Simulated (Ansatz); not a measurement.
Crystal: HfO2.

```xyz
6
Lattice="3.5580 0.0000 0.0000 0.0000 3.5580 0.0000 0.0000 0.0000 5.1719" Properties=species:S:1:pos:R:3 pbc="T T T"
Hf    0.0000    0.0000    0.0000
Hf    1.7790    1.7790    2.5859
O     0.0000    1.7790    1.0199
O     1.7790    0.0000    1.5660
O     1.7790    0.0000    4.1519
O     0.0000    1.7790    3.6059
```

Measurements of this composition are mostly on another form, of space group No. 14.

Base run:

* Program: Ansatz 0.2.0
* Functional: PBEsol
* Potentials or basis: Ansatz PAW
* Cutoff: 420 eV (not typed: the program's choice for these potentials)
* k mesh: 8 × 8 × 5
* Occupations: fermi-dirac, width 0.05 eV
* Spin: no spin polarisation

Its results: band gap on the k mesh 4.65 eV, indirect (least direct gap 4.72 eV); pressure 1.9 GPa; largest force 0.092 eV/Å.

Task: The run is repeated on the same cell with these changes: functional from PBEsol to PBE. What comes out?

Result: Band gap on the k mesh 4.78 eV, indirect (least direct gap 4.84 eV); pressure 10.0 GPa; largest force 0.140 eV/Å.

PBE binds less tightly than PBEsol, so the same cell stands under more pressure.

Caveats: spin-orbit coupling is left out, which moves the levels of the heavy elements; the PAW data sets come from PBE, with cores solved anew for the run's functional, which leaves a small shift of forces and pressure (some runs).
